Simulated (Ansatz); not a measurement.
**TiO2, one structure, two calculations**

Cell: a Materials Project structure (computed, not necessarily an observed phase), atoms as given.

```cif
data_TiO2
_symmetry_space_group_name_H-M 'P2_1/c'
_symmetry_Int_Tables_number 14
_cell_length_a 4.8127
_cell_length_b 4.8719
_cell_length_c 5.0410
_cell_angle_alpha 90.000
_cell_angle_beta 99.856
_cell_angle_gamma 90.000
loop_
_atom_site_label
_atom_site_type_symbol
_atom_site_symmetry_multiplicity
_atom_site_Wyckoff_symbol
_atom_site_fract_x
_atom_site_fract_y
_atom_site_fract_z
Ti Ti 4 e 0.2774 0.4472 0.7131
O5 O 4 e 0.4454 0.7424 0.9668
O9 O 4 e 0.0638 0.3230 0.3516
```

One atom of each set is listed.

First run. Level of theory: DFT, PBE, plane waves and PAW, scalar-relativistic, 420 eV cutoff, Γ-centred 5×4×4 k-points, Fermi–Dirac smearing 0.02 eV (Ansatz 0.2.0).

| site | V_zz (10²¹ V/m²) | η |
| --- | --- | --- |
| Ti | 2.47 | 0.36 |
| O5 | -1.34 | 0.50 |
| O9 | -2.41 | 0.95 |

Second run. The same atoms and settings, except that the functional is r2SCAN and the cutoff is 500 eV.

Q: Given the first result, estimate the second.

A: 

```
site   V_zz     η  change of V_zz
  Ti   2.43  0.36           -0.04
  O5  -1.43  0.42           -0.09
  O9  -2.65  0.96           -0.24
```

The largest change of V_zz is on O9, from -2.41 to -2.65. In per cent, |V_zz| changes by -1 on Ti, +7 to +10 on O (all sites that start above 0.5).
